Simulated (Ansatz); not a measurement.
SnO2 under changes of volume

One of the cells (14.496 Å³/atom); the others are scaled copies at fixed shape and fractional positions:

```
Sn O
1.0
     1.61709    0.93363    4.80059
    -1.61709    0.93363    4.80059
     0.00000   -1.86726    4.80059
Sn O
1 2
Direct
  0.50000 0.50000 0.50000
  0.76283 0.76283 0.76283
  0.23717 0.23717 0.23717
```

Measurements of this composition are mostly on another form, of space group No. 136.

* Program: Ansatz 0.2.0
* Functional: LDA
* Potentials or basis: all-electron LAPW, scalar-relativistic
* Cutoff: 353 eV (chosen from the basis error)
* Basis error allowed: 0.002 eV/atom
* k mesh: 10 × 10 × 10
* Occupations: fermi-dirac, width 0.05 eV
* Spin: no spin polarisation

```csv
volume (Å³/atom),energy over the lowest point (meV/atom),pressure (GPa),gap on the mesh (eV),largest force (eV/Å)
13.626,0.00,-0.1,2.19,0.001
13.916,3.34,-3.5,2.04,0.246
14.206,12.41,-6.5,1.90,0.469
14.496,?,?,?,?
14.785,45.17,-11.4,1.66,0.858
15.075,67.75,-13.5,1.54,1.027
15.365,93.82,-15.3,1.44,1.181
```

Q: What does the run at 14.496 Å³/atom give?

A: Energy over the lowest point 26.55 meV/atom; pressure -9.1 GPa; gap on the mesh 1.78 eV; largest force 0.672 eV/Å.

Worked out: A Birch-Murnaghan fit of order 3 (a polynomial in V^(-2/3)) to the other rows has its minimum at 13.62 Å³/atom, just outside them, with B0 = V·E''(V) = 170 GPa and B' = 4.9 at fixed shape and positions, which overstates the stiffness. It gives 26.59 meV/atom at 14.496 Å³/atom, against the run's 26.55, and -dE/dV = -9.1 GPa, against -9.1. A parabola through the other rows of the gap, of slope -6.21 eV per unit of ln V there, gives 1.77 eV, against the run's 1.78.

Energies are extrapolated to zero smearing.

Caveats: spin-orbit coupling is left out, which moves the levels of the heavy elements; forces of over 1 eV/Å show positions far from the minimum, so gaps and moduli don't describe the material at rest (some runs).

A mesh can miss the band edges.

The runs don't all hold the same shells in valence.
